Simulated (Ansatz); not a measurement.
The system is Pt.

```
Pt
1.0
     0.00000    1.96090    1.96090
     1.96090    0.00000    1.96090
     1.96090    1.96090    0.00000
Pt
1
Cartesian
  0.0000 0.0000 0.0000
```

Program: Ansatz 0.2.0. Alike in all runs: task band structure; no spin polarisation; cell as given; k mesh 12 × 12 × 12; cutoff (eV) 270; smearing fermi-dirac 0.05 eV; basis error allowed 0.001 eV/atom.

**Question.** Order these runs on this cell by their pressure, lowest first.
A. level PBEsol; potentials or basis all-electron LAPW, inner shells corrected to Dirac's equation
B. level PBEsol; potentials or basis all-electron LAPW, non-relativistic
C. level LDA; potentials or basis all-electron LAPW, scalar-relativistic

**Answer.** C (-6.0 GPa), A (-0.5 GPa), B (33.5 GPa).

Caveats: a pressure of tens of GPa on the cell as given is suspect, and the run, the potentials or the cell itself is likely at fault (some runs); relativity is left out, which matters for the heavier elements (some runs).

Runs at the PBE level aren't shown here.
